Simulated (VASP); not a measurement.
Crystal: WC (Qusongite).

```xyz
2
Lattice="2.9065 0.0000 0.0000 -1.4532 2.5171 0.0000 0.0000 0.0000 2.8366" Properties=species:S:1:pos:R:3 pbc="T T T"
W     0.0000    0.0000    0.0000
C     1.4533    0.8390    1.4183
```

| Quantity | Value |
| --- | --- |
| Program | VASP 6.6.1 |
| Task | relaxation of cell and atoms |
| Functional | PBE |
| Potentials or basis | VASP PAW PBE potentials, release 64 (W_sv, C_s) |
| Cutoff | 480 eV |
| k mesh | 10 × 10 × 9 |
| Occupations | fermi-dirac, width 0.05 eV |
| Spin | no spin polarisation |

At the start: pressure 6.6 GPa; volume 10.38 Å³/atom.

Where does the relaxation end?

Over 6 steps the energy falls by 3.6 meV/atom and the volume is 10.55 Å³/atom (+1.7 %); space group P-6m2 (No. 187, to 0.05 Å).

The path:
| step | energy change (eV) | largest force (eV/Å) | pressure (GPa) | volume (Å³) |
| --- | --- | --- | --- | --- |
| 1 | 0.0000 | 0.0000 | 6.63 | 20.75 |
| 2 | 0.0427 | 0.0000 | -15.81 | 22.07 |
| 3 | -0.0071 | 0.0000 | -0.12 | 21.10 |
| 4 | -0.0071 | 0.0000 | -0.02 | 21.10 |
| 5 | -0.0071 | 0.0000 | 0.07 | 21.10 |
| 6 | -0.0072 | 0.0000 | 0.04 | 21.10 |

Final structure:
```
CELL_PARAMETERS angstrom
2.92473 0.00000 0.00000
-1.46237 2.53289 0.00000
0.00000 0.00000 2.84826
ATOMIC_POSITIONS crystal
W 0.00000 0.00000 0.00000
C 0.66667 0.33333 0.50000
```
